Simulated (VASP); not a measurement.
Wanted: the native input for a VASP 6.6.1 run.

- Task: single point
- Functional: optB86b-vdW
- Potentials or basis: VASP PAW PBE potentials, release 64 (C)
- Cutoff: 520 eV
- k mesh: 16 × 16 × 4
- Occupations: fermi-dirac, width 0.05 eV
- Spin: no spin polarisation
- Further INCAR settings: ALGO = Normal; EDIFF = 1e-06; NBANDS = 16

The structure of C lies in POSCAR:

```
C
1.0
    2.4610000000      0.0000000000      0.0000000000
   -1.2305000000      2.1312885187      0.0000000000
    0.0000000000      0.0000000000      8.0496000000
C
4
Direct
    0.0000000000      0.0000000000      0.2500000000
    0.3333333333      0.6666666667      0.2500000000
    0.0000000000      0.0000000000      0.7500000000
    0.6666666667      0.3333333333      0.7500000000
```

The cell was built by a generator and needn't be a form met in nature.

One way to write it, as run:

INCAR

```
SYSTEM = C
AGGAC = 0.0 ; ALGO = Normal
EDIFF = 1E-6 ; ENCUT = 520
GGA = MK ; ISIF = 2
ISMEAR = -1 ; LASPH = .TRUE.
LCHARG = .FALSE. ; LREAL = .FALSE.
LUSE_VDW = .TRUE. ; LWAVE = .FALSE.
NBANDS = 16 ; NELM = 100
PARAM1 = 0.1234 ; PARAM2 = 1.0
PREC = Accurate ; SIGMA = 0.05
```

KPOINTS

```
k-points
0
G
  16 16 4
  0 0 0
```

Potentials or basis: VASP PAW PBE potentials, release 64 (C).

Launch:

```console
$ cat potpaw_PBE.64/C/POTCAR > POTCAR
$ mpirun -np 1 vasp_std > vasp.out
```

It gave:

```json
{"Pressure": "1.1 GPa", "Band gap on the k mesh": "0.99 eV, direct"}
```

Caveat: the PAW data sets were made with another functional, which shifts forces and pressure a little.

It took 31 s on 1 thread of Intel(R) Xeon(R) 6975P-C (Granite Rapids), with other jobs on the host, peak memory 0.31 GiB.
